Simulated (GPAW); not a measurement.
The system is FeSi2 (Linzhiite).

```xyz
3
Lattice="2.6840 0.0000 0.0000 0.0000 2.6840 0.0000 0.0000 0.0000 5.1280" Properties=species:S:1:pos:R:3 pbc="T T T"
Fe    0.0000    0.0000    0.0000
Si    1.3420    1.3420    3.7434
Si    1.3420    1.3420    1.3846
```

```yaml
Program: GPAW 26.7.0
Task: relaxation of cell and atoms
Functional: PBEsol
Potentials_or_basis: PAW data sets generated in the run's folder for this functional
Cutoff: 600 eV
Basis: pw
k_mesh: 7 × 7 × 4
Occupations: fermi-dirac, width 0.05 eV
Spin: collinear spin, ferromagnetic start
Starting_moments: "[3.0, 0.0, 0.0] μB"
```

At the start: pressure 0.9 GPa; volume 12.31 Å³/atom.

**Question.** Where does the relaxation end?

**Answer.** Over 5 steps the energy falls by 2.0 meV/atom and the volume is 12.34 Å³/atom (+0.2 %); space group P4/mmm (No. 123, to 0.05 Å); moment 0.13 μB per cell.

Step by step:
| step | energy change (eV) | largest force (eV/Å) | pressure (GPa) | volume (Å³) |
| --- | --- | --- | --- | --- |
| 1 | 0.0000 | 0.3959 | 0.87 | 36.94 |
| 2 | -0.0039 | 0.2100 | 0.44 | 36.98 |
| 3 | -0.0056 | 0.0201 | -0.02 | 37.02 |
| 4 | -0.0057 | 0.0186 | -0.01 | 37.02 |
| 5 | -0.0060 | 0.0014 | 0.08 | 37.02 |

Final structure:
```
Fe Si
1.0
     2.69140    0.00000    0.00000
     0.00000    2.69140    0.00000
     0.00000    0.00000    5.11078
Fe Si
1 2
Direct
  0.00000 0.00000 0.00000
  0.50000 0.50000 0.72782
  0.50000 0.50000 0.27218
```

Caveat: each step starts from the last one's moments, so a moment once lost doesn't come back; later steps reuse the first step's grids.
